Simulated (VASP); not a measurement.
Input of a VASP 6.6.1 run:

Contents of INCAR:

```
SYSTEM = Ni
PREC = Accurate
ENCUT = 520
EDIFF = 1E-7
ISMEAR = 0
SIGMA = 0.1
LREAL = .FALSE.
LASPH = .TRUE.
NELM = 100
ALGO = Normal
ISIF = 2
LWAVE = .FALSE.
LCHARG = .FALSE.
ISPIN = 2
MAGMOM = 1
LORBIT = 11
LMAXMIX = 4
GGA = PS
```

The input KPOINTS:

```
regular mesh
0
G
  20 20 20
  0 0 0
```

POSCAR

```
Ni
1.0
    0.0000000000      1.7756500000      1.7756500000
    1.7756500000      0.0000000000      1.7756500000
    1.7756500000      1.7756500000      0.0000000000
Ni
1
Direct
    0.0000000000      0.0000000000      0.0000000000
```

Potentials or basis: VASP PAW PBE potentials, release 64 (Ni).

The run is started by

```bash
$ cat potpaw_PBE.64/Ni/POTCAR > POTCAR
$ mpirun -np 1 vasp_std > vasp.out
```

**Question.** Predict the site moments.

**Answer.** Ni +0.65 μB.

**Question.** What does it give for the pressure?

**Answer.** -14.3 GPa.

Caveat: the PAW data sets were made with another functional, which shifts forces and pressure a little.
